A mesh that starts at the zone centre Γ and has $n$ divisions along an edge holds the fractions $0, 1/n, 2/n$ and so on. The zone-boundary value $1/2$ is among them only if $n$ is even. PbTe, listed as TePb, was run with seven divisions, and its gap lies at the boundary point L. On the line from Γ to L the nearest mesh point stops a seventh of the way short. The computed gap of 1.01 eV and the measured 0.2 eV therefore belong to different places in the band structure. The mesh is only part of the trouble: the run also leaves out spin-orbit coupling, which is expected to matter at least as much in a lead compound.

Three sizes are worth remembering. A missed band edge costs hundredths to tenths of an eV. Leaving out spin-orbit coupling costs hundredths in light crystals and tenths in heavy ones. The PBE functional itself costs about half an eV in silicon and well over one in CdS. The first two faults widen the gap and the third narrows it, so a cheap calculation can look better than it is.

Band gaps of six semiconductor crystals, computed with FLEUR MaX-R8.1 (later development tree) by all-electron Kohn-Sham DFT (FLAPW basis) with the PBE functional, without spin polarisation or spin-orbit coupling. The cells were used as given, without relaxation. Each computed gap is the difference between the highest filled and lowest empty levels on the listed k-mesh.

| formula | space group | volume of the given cell (Å³/atom) | potentials or basis | k-mesh | computed band gap (eV) | measured band gap (eV) | range of the values found (eV) | what was measured, and how | source | computed less measured (eV) |
| --- | --- | --- | --- | --- | --- | --- | --- | --- | --- | --- |
| TePb | Fm-3m | 33.73 | all electron | 7x7x7 | 1.01 | 0.2 | 0.19 to 0.32 | band gap at L from dI/dV; scanning tunneling spectroscopy; bulk crystal | arXiv:2304.02844 (2023) | 0.81 |
| Si | Fd-3m | 20.16 | all electron | 8x8x8 | 0.628 | 1.11 | 1.1 to 1.1692 | indirect band gap at room temperature, quoted from a textbook; not stated; bulk crystal | arXiv:1709.02567 (2017) | -0.48 |
| SnSe2 | P-3m1 | 25.73 | all electron | 8x8x5 | 0.813 | 1.2 | 1 to 1.21 | direct optical gap from Tauc plot, 1200 nm film (bulk-like); diffuse reflectance; film | pmc:5680184 (2017) | -0.39 |
| CdTe | F-43m | 32.92 | all electron | 7x7x7 | 0.87 | 1.5 | 1.44 to 1.592 | optical gap from Tauc plot; optical spectroscopy; film | arXiv:1103.4539 (2011) | -0.63 |
| CdS (1) | F-43m | 24.81 | all electron | 8x8x8 | 1.145 | 2.42 | one value | optical gap from inflexion point of photoacoustic spectrum, as-grown film; photoacoustic spectroscopy; film | arXiv:cond-mat/9501125 (1995) | -1.27 |
| CdS (2) | P6_3mc | 25.12 | all electron | 7x7x4 | 1.196 | 2.5809 | 2.5809 to 2.5963 | A gap, Gamma7c-Gamma9v, natural isotopic composition; exciton reflectance; bulk crystal | arXiv:0807.2152 (2008) | -1.38 |

## The mesh and the kind of gap

The easy limit is a gap at Γ, as in CdTe and both forms of CdS. A mesh that starts at Γ holds that point exactly, so there is no band edge to miss. The hard limit is a narrow gap between steep bands at a point that the mesh leaves out. That is PbTe, where a parabola with light carriers puts the excess at some tenths of an eV, as an order of magnitude only. The parabola probably overstates it, because such bands straighten away from L.

Silicon lies between these limits and shows that an even mesh is no guarantee. Its conduction minimum sits near 0.85 of the way from Γ to the boundary point X, while the nearest mesh point is at 0.75. With the known effective mass of the electron along this line, the energy at that distance is about 0.055 eV above the minimum. The true PBE gap is lower than the tabulated one by roughly that amount.

The kind of gap matters as much as the mesh. The table sets the indirect gap of SnSe₂, 0.81 eV, against a direct optical gap of 1.2 eV. The smallest direct gap on the mesh of the same run is 1.11 eV, so if the measured gap is truly direct, most of the apparent error comes from comparing unlike things. Both computed values may still be too large. The five divisions along the third axis leave out the boundary plane with the point L, where the conduction minimum is known to lie. In silicon the same mix-up would be far worse, because the direct gap exceeds the indirect one by 1.9 eV.

This step is the cheapest to put right. Going from seven to eight divisions in these cubic cells raises the number of distinct k-points from 20 to 29, or about one and a half times the work. Cheaper still is to keep the converged density and compute the bands at the few points where the edges are known to lie.

## Spin-orbit coupling

In zincblende and diamond crystals the valence top at Γ is built from three p-like orbitals, which makes six states with spin. A coupling $\lambda\,\mathbf{l}\cdot\mathbf{s}$ raises four of them by $\lambda/2$ and lowers two by $\lambda$. The average stays put, and the splitting is $\Delta = 3\lambda/2$. The valence top therefore rises by

$$\frac{\lambda}{2}=\frac{\Delta}{3}.$$

An s-like conduction edge hardly moves, so the gap shrinks by a third of the splitting.

For CdTe the splitting is roughly 0.9 eV, a recalled value, so the top rises by 0.3 eV. The computed gap of 0.87 eV would fall to 0.57 eV. Against the measured 1.5 eV the shortfall grows from 0.63 to 0.93 eV. A third of the functional's error was thus hidden by leaving out the coupling. The given cell, about one per cent too short along its edge, hides a little more, since compression widens this gap.

The size of the shift depends on which atoms form the band edge. In silicon and CdS, where the valence top belongs to light atoms, the same rule gives only one or two hundredths of an eV. In PbTe the coupling also pulls down the conduction edge, which comes from lead p states, and is known to close the gap by several tenths. Together with the missed L point, this can account for the only positive error in the table, though no run here separates the two. It is no sign that PBE makes gaps too wide.

Treated in full, the coupling doubles the size of the matrix to be diagonalised. Since that work grows with the cube of the size, it costs about eight times as much. Adding the coupling afterwards, among the lowest bands only, is much cheaper and usually sufficient for a gap. No run here includes it in the valence and conduction bands, so these shifts rest on theory and recalled splittings.

## The functional

The remaining error doesn't vanish with a finer mesh or with spin-orbit coupling. Apart from the binding of electron and hole, which lowers optical values, the gap is the cost of removing an electron from the crystal less the energy gained by adding one. The exact exchange-correlation potential jumps when an electron is added, and this jump is part of the gap. The difference of PBE orbital energies leaves it out, which is the standard reason why such gaps are too small.

Screening tells how much to expect. In the limit of perfect screening, the other electrons cancel the added charge and little correction is left; with weak screening the correction is large. The dielectric constant for fast fields is roughly 12 in silicon and 5 in CdS, with CdTe between them. After the spin-orbit estimate the shortfall runs from 0.5 eV in silicon to 1.3 or 1.4 eV in CdS, again with CdTe between them. Three compounds in the expected order support the picture but don't test it strictly.

The cadmium compounds carry a second burden. PBE places the cadmium 4d states too high in energy, too close to the valence top. The two sets of states repel each other, and the top is pushed up too far. The table doesn't separate this from the first cause, so its share stays open.

It is tempting to repair the cheap gap with a single number. Two such repairs were fitted to silicon, CdTe and the two forms of CdS, with the computed gaps first lowered by the spin-orbit estimate: a constant addition and a constant factor. The factor, about 2.2, does better, with a typical miss of about 0.2 eV on the rows used to find it. This roughly suits the screening picture, since crystals with wide gaps screen weakly and need more correction. The evidence is thin, though. Two of the four rows are the same compound, and CdTe needs nearly twice silicon's correction although its computed gap, after the spin-orbit estimate, is slightly smaller.

The one usable test outside that family speaks against the factor. Applied to the direct gap of SnSe₂, which was not part of the fit, it gives 2.4 eV, twice the measured value. The uncorrected PBE gap is only 0.09 eV too small there. Neither the factor's failure nor the closeness of plain PBE is firm, because the reference comes from a straight-line fit to the absorption of a film, which may have picked up a different onset. The incomplete mesh and the missing spin-orbit coupling may also have made the computed gap too wide. The full output of both fits follows this text.

A real cure changes the level of theory. Hybrid functionals mix in exact exchange, and the GW method computes the screened response to an added charge; both are known to remove most of this error in ordinary semiconductors. Exact exchange couples every k-point with every other, so its cost grows with the square of their number where PBE grows in proportion. Ten to a hundred times the price of PBE is a fair rough expectation.

## What accuracy the purpose needs

The number of thermally excited carriers in a pure semiconductor shows how strict a purpose can be. It varies as $\exp(-E_\mathrm{g}/2k_\mathrm{B}T)$, with $E_\mathrm{g}$ the gap and $2k_\mathrm{B}T$ about 0.05 eV at room temperature. An error of 0.1 eV changes the carrier number about sevenfold. Silicon's shortfall of 0.48 eV changes it by a factor of about ten thousand.

For deciding whether a crystal of this kind is an insulator at all, PBE on a mesh served in these six rows. It isn't safe everywhere: in InAs, a real semiconductor, PBE is known to leave no gap at all. A narrow-gap crystal of heavy atoms, such as PbTe, still needs its true gap point and spin-orbit coupling before its number means anything. For choosing a light absorber, where 0.1 or 0.2 eV matters, PBE is the wrong level for CdTe and CdS, and a finer mesh won't save it. The sensible order is to find the right k-point first, then add spin-orbit coupling if heavy atoms form the band edges, and only then pay for a better functional.

There is also a floor below which more theory brings little. The measured gaps found for CdTe alone run from 1.44 to 1.592 eV, and they include temperature and the binding of electron and hole. A calculation without these effects shouldn't be judged to the last hundredth of an eV.

Numerical output:

```
Gaps of the same kind where available (a rise of 0 means not estimated):
      row  computed gap (eV)  error (eV)  spin-orbit rise (eV)  error after rise (eV)  measured over corrected
     TePb               1.01        0.81                     0                   0.81                    0.198
       Si              0.628      -0.482               0.01333                -0.4953                    1.806
    SnSe2              1.109    -0.09069                     0               -0.09069                    1.082
     CdTe               0.87       -0.63                   0.3                  -0.93                    2.632
  CdS (1)              1.145      -1.275               0.02333                 -1.298                    2.158
  CdS (2)              1.196      -1.385               0.02333                 -1.408                    2.201
fit of need on 4 rows (gam > 0): constant 1.033 +/- 0.21; rms 0.357, worst Si 0.538, leave-one-out rms 0.477
  rows outside the fit (model, value, miss): TePb 1.033, -0.81, 1.84; SnSe2 1.033, 0.09069, 0.942
fit of measured on 4 rows (gam > 0): coefficient of gso 2.182 +/- 0.11; rms 0.173, worst CdTe -0.256, leave-one-out rms 0.195
  rows outside the fit (model, value, miss): TePb 2.204, 0.2, 2; SnSe2 2.42, 1.2, 1.22
Si, estimated excess of the gap from the mesh (eV): 0.05518
TePb, distance of the nearest mesh point from L (1/angstrom): 0.1203
TePb, excess of the gap from the mesh, order of magnitude only (eV): 0.5513
CdTe, lattice constant of the given cell (angstrom): 6.41
Si, direct less indirect computed gap (eV): 1.93
SnSe2, direct less indirect computed gap (eV): 0.2963
CdS, wurtzite less zincblende, computed (eV): 0.051
CdS, wurtzite less zincblende, measured (eV): 0.1609
Irreducible k-points, 8x8x8 over 7x7x7 in the cubic cells (ratio): 1.45
Full diagonalisation with a doubled matrix (cost ratio): 8
```
